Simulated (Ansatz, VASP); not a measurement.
Rb: VASP beside Ansatz

```
CELL_PARAMETERS angstrom
7.58027 0.00000 0.00000
-3.79013 6.56470 0.00000
0.00000 0.00000 4.53051
ATOMIC_POSITIONS crystal
Rb 0.00000 0.00000 0.00000
Rb 0.33333 0.66667 0.50000
Rb 0.66667 0.33333 0.50000
```

Alike in both runs: task single point; functional LDA; k mesh 6 × 6 × 8; occupations fermi-dirac, width 0.1 eV; no spin polarisation.

|  | VASP | Ansatz |
| --- | --- | --- |
| version | VASP 6.6.1 | Ansatz 0.2.0 |
| potentials or method | VASP PAW LDA potentials, release 64 (Rb_sv) | plane waves (420 eV) with PAW, scalar-relativistic |
| plane-wave cutoff (eV) | 520 | 420 |
| valence electrons in the cell | 27 | 27 |

```csv
,VASP,Ansatz,Ansatz less VASP
pressure (GPa),0.1,0.2,0.00
```

Ansatz warned: «pseudo_functional_mismatch».
